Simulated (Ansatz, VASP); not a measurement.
One calculation of Mo, two programs

```xyz
1
Lattice="-1.5838 1.5838 1.5838 1.5838 -1.5838 1.5838 1.5838 1.5838 -1.5838" Properties=species:S:1:pos:R:3 pbc="T T T"
Mo    0.0000    0.0000    0.0000
```

Alike in both runs: task single point; functional PBE; k mesh 12 × 12 × 12; occupations gaussian, width 0.02 eV; no spin polarisation.

```csv
,VASP,Ansatz
version,VASP 6.6.1,Ansatz 0.2.0
potentials or method,"VASP PAW PBE potentials, release 64 (Mo_sv), cutoff 520 eV","all-electron LAPW, scalar-relativistic"
```

```tsv
	VASP	Ansatz	Ansatz less VASP
gap on the k mesh at the Fermi level (eV)	none	none	-
pressure (GPa)	-1.4	-1.9	-0.53
```

A gap of «none» marks a metal or a gap that the smearing closes. Ansatz ran all-electron here, so the differences hold the error of VASP's frozen core and of both bases.
